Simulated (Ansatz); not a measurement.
BaF2:
Space group Fm-3m (No. 225); a = b = c = 6.1951 Å, α = β = γ = 90.00°

```json
[
 {"atom": "Ba", "site": "4a", "symmetry": "m-3m", "x": "0.0000", "y": "0.0000", "z": "0.0000"},
 {"atom": "F", "site": "8c", "symmetry": "-43m", "x": "0.2500", "y": "0.2500", "z": "0.2500"}
]
```
(The calculation used a cell of 3 atoms; values per cell refer to that cell.)

Relaxed with r²SCAN. Independent-particle spectrum: no excitons, no local fields, no scissors shift; 0.1 eV broadening; ε₁ of the summed bands alone.

Problem. Tabulate the dielectric function from the program Ansatz at the r²SCAN level (PAW).

Solution. 

| E (eV) | ε₁ xx | ε₂ xx |
|---|---|---|
| 0.0 | 2.14 | 0.00 |
| 0.5 | 2.14 | 0.00 |
| 1.0 | 2.15 | 0.00 |
| 1.5 | 2.16 | 0.00 |
| 2.0 | 2.17 | 0.00 |
| 2.5 | 2.19 | 0.00 |
| 3.0 | 2.21 | 0.00 |
| 3.5 | 2.24 | 0.00 |
| 4.0 | 2.27 | 0.00 |
| 4.5 | 2.32 | 0.00 |
| 5.0 | 2.37 | 0.00 |
| 5.5 | 2.44 | 0.00 |
| 6.0 | 2.52 | 0.00 |
| 6.5 | 2.63 | 0.00 |
| 7.0 | 2.79 | 0.00 |
| 7.5 | 3.13 | 0.04 |
| 8.0 | 3.37 | 0.37 |
| 8.5 | 3.43 | 0.86 |
| 9.0 | 3.29 | 0.97 |
| 9.5 | 2.65 | 1.12 |
| 10.0 | 4.43 | 0.87 |
| 10.5 | 4.43 | 3.83 |
| 11.0 | 1.39 | 3.85 |
| 11.5 | 0.49 | 3.07 |
| 12.0 | 0.31 | 1.77 |

Problem. From ε at 9.0 eV (xx: 3.29 + 0.97i), find n, k, the normal reflectivity and the absorption coefficient.

Solution. n = 1.83, k = 0.265, R = 9 %, α = 2kE/ħc = 240000 cm⁻¹.

With all bands, ε∞ without local fields is 2.38. DFPT, with local fields, gives 2.27.

The r²SCAN relaxation kept the symmetry of its start. Scalar-relativistic: spin–orbit coupling is off unless named, which matters more the heavier the elements.

Potentials: the earlier of the program's two PAW sets. The files were generated under PBE; for other functionals the program regenerates the frozen cores, and for LDA and PBEsol the local potential too.
